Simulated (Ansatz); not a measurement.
Se (P3_121) from a database of computed structures: a one-shot G0W0 calculation in the PAW code Ansatz (G0W0@PBE0 with 596 empty bands, a screening cutoff of 220 eV and a 6×6×4 mesh). Cell and atoms come from a relaxation with r2SCAN+rVV10.

```yaml
crystal:
  lattice:
    - [4.2926573527, 0.0, 0.0]
    - [-2.1463286763, 3.7175503172, 0.0]
    - [0.0, 0.0, 5.0408504727]
  atoms:
    - { symbol: Se, position: [0.2284670362, 0.0, 0.3333333333] }
    - { symbol: Se, position: [0.0, 0.2284670362, 0.6666666667] }
    - { symbol: Se, position: [0.7715329638, 0.7715329638, 0.0] }
kpoints:
  mp_grid: { grid: [6, 6, 4] }
hamiltonian:
  xc: pbe0
scf:
  occupations: { method: fixed }
gw:
  n_empty_bands: 596
  ecut_chi: 220
  qp_bands: [v2, c2]
  qp_kpoints: band_edges
  screening: { model: contour_deformation }
```

The output follows, shortened, with numbered blanks.
```
Pseudopotential: Se, paw, valence charge 16, recommended cutoff 420 eV (normal)
Functional definition: PBE0
Crystal: 3 atoms, lattice volume = 80.443 Å³
Basis set: ecut = 420 eV, 1547 PW (Γ)
Bands: 29, of which v1, the nominal top of the filled ones, is band 24 counted from 1 (23 counted from 0)
Symmetry: 6 space group operations
Space group: P3121 (ITA 152)
k-points: 24 of 144 (time reversal used)
Exchange kernel: α = 0.2500, full range, Wigner–Seitz truncation, v(0) = 17579.9847 eV·Å³, q-mesh 6×6×4
hybrid outer 1: dexx = +2.972e-2 eV, tail = 4.89e-4 eV
hybrid outer 2: dexx = +2.302e-6 eV, tail = 1.99e-7 eV, Δε = 4.46e-3 eV
Free energy (F): -16411.181605 eV
Fermi energy:    6.295496 eV
--- Band table (eV; the first three rows and the last of 24) ---
  k-point 0: bands = […, 2.2664, 2.2894, 2.2894, 3.9556, 3.9556, 5.6804, 9.5837, 9.5837]
  k-point 1: bands = […, 1.5604, 2.4409, 2.6805, 4.0707, 4.3931, 5.2692, 9.1331, 9.1676]
  k-point 2: bands = […, 1.0664, 2.7365, 2.7365, 4.5257, 4.5257, 4.8004, 8.8732, 8.9154]
  k-point 23: bands = […, -0.0190, 0.7189, 0.7189, 5.0097, 6.0982, 6.0982, 8.4966, 10.4986]
--- G₀W₀: contour deformation, 7 samples at zero and on the imaginary axis and 1 off it, 144 q-points, 596 empty bands' worth ---
    ik  band        ε_KS         Σx   Σc(E_QP)       V_xc       Z   E_QP_lin       E_QP  E_QP is
     0    23      3.9556   -17.2751     2.0787   -15.1384  0.7541     3.8976     3.8977  root
     0    24      5.6804  [1]
     0    25      9.5837  [2]
     0    26      9.5837   -10.5208    -3.9762   -14.1647  0.7813     9.2529     9.2515  root
     2    23      4.5257   -17.1058     1.8495   -15.1781  0.7623     4.4474     4.4476  root
     2    24      4.8004   -17.6254     1.8299   -15.6937  0.7686     4.6984     4.6986  root
     2    25      8.8732   -10.4465    -3.6231   -13.7462  0.7880     8.5508     8.5497  root
     2    26      8.9154    -9.2464    -3.6555   -12.5467  0.7994     8.5616     8.5603  root
     3    23      4.4959   -17.5978     1.6367   -15.8569  0.7687     4.3916     4.3918  root
     3    24      5.4644   -17.5606     1.5967   -15.8401  0.7746     5.3404     5.3407  root
     3    25      9.4661   -10.0891    -3.8443   -13.5941  0.7883     9.1282     9.1268  root
     3    26      9.5778   -10.3735    -3.8920   -13.9289  0.7845     9.2426     9.2412  root
     4    23      4.6973   -17.4880     1.6692   -15.7150  0.7687     4.5933     4.5936  root
     4    24      5.2917   -17.3051     1.4507   -15.7293  0.7759     5.1664     5.1667  root
     4    25      9.1674   -10.4799    -3.6606   -13.7965  0.7886     8.8247     8.8234  root
     4    26      9.3463    -9.6682    -3.7750   -13.0976  0.7926     9.0021     9.0007  root
     5    23      4.6079   -17.1888     1.6748   -15.4224  0.7681     4.5161     4.5163  root
     5    24      4.8720   -17.3166     1.6329   -15.5783  0.7697     4.7665     4.7667  root
     5    25      9.0838   -10.4561    -3.6287   -13.7388  0.7897     8.7393     8.7379  root
     5    26      9.3493    -9.7434    -3.7611   -13.1560  0.7909     9.0022     9.0007  root
     7    23      4.4097   -17.3304     1.5157   -15.7112  0.7705     4.3061     4.3063  root
     7    24      5.1596   -17.5386     1.5896   -15.8297  0.7728     5.0400     5.0403  root
     7    25      9.5800   -10.0762    -3.7876   -13.5178  0.7886     9.2354     9.2339  root
     7    26      9.8899   -10.0472    -3.8854   -13.5830  0.7854     9.5418     9.5402  root
     8    23      4.5040   -17.1229     1.5862   -15.4450  0.7681     4.4122     4.4124  root
     8    24      5.7800   -17.4965     1.1180   -16.2211  0.7833     5.6223     5.6226  root
     8    25      9.1787   -10.3596    -3.5837   -13.5899  0.7926     8.8266     8.8253  root
     8    26      9.9678   -10.1307    -3.9199   -13.7028  0.7835     9.6216     9.6200  root
    11    23      4.3583  [3]
    11    24      5.0767   -17.5572     1.5659   -15.8717  0.7727     4.9568     4.9571  root
    11    25      9.5697    -9.9472    -3.7469   -13.3427  0.7908     9.2198     9.2183  root
    11    26     10.0219    -9.9966    -3.8791   -13.5282  0.7845     9.6760     9.6744  root
    13    23      4.5766   -16.9926     1.6434   -15.2500  0.7701     4.4772     4.4775  root
    13    24      6.2955   -17.4051     0.8427   -16.3859  0.7893     6.1187     6.1190  root
    13    25      9.2002   -11.2459    -3.7310   -14.6593  0.7851     8.8837     8.8825  root
    13    26     10.5644   -10.2376    -3.9329   -13.7822  0.7785    10.1784    10.1761  root
  […]
```

The points are ik 0 = (0, 0, 0) (Γ), ik 2 = (0, 0, -1/2), ik 3 = (0, 1/6, 0), ik 4 = (0, 1/6, 1/4), ik 5 = (0, 1/6, -1/2), ik 7 = (0, 1/3, 0), ik 8 = (0, 1/3, 1/4), ik 11 = (0, -1/2, 0), ik 13 = (0, -1/2, -1/2), ik 19 = (1/6, 1/3, -1/2), ik 23 = (1/3, 1/3, -1/2); band 24 is the last filled one.

Task: Give the withheld lines. They hold quasiparticle rows.

Result:
```
[1]
     0    24      5.6804   -17.7240     1.6086   -15.9874  0.7757     5.5522     5.5525  root
[2]
     0    25      9.5837   -10.5208    -3.9762   -14.1647  0.7813     9.2529     9.2515  root
[3]
    11    23      4.3583   -17.2090     1.5103   -15.5965  0.7706     4.2560     4.2562  root
```
The trailing digits, and the zero of the energies, depend on the potentials and thresholds.

Over the mesh points the PBE0 gap of 2.20 eV becomes a quasiparticle gap of 2.09 eV (k = (0, -1/2, -1/2) to k = (1/3, 1/3, -1/2)), a change of -0.11 eV. Renormalisation factors Z lie between 0.75 and 0.80. No extrapolation in bands, cutoff or mesh was made for G0W0.

It took 3.2 min on 1 × NVIDIA H100 80GB HBM3 with 4 threads of AMD EPYC 7R13 Processor (Zen 3) (shared host), load about 5.7 per core; peak host memory 3.5 GiB.

The values are computed, spin-unpolarised, and not measurements.

The runs are scalar-relativistic, without spin-orbit coupling.

The program warns that the k mesh is coarse for exact exchange in some of these runs, so their gaps aren't converged.
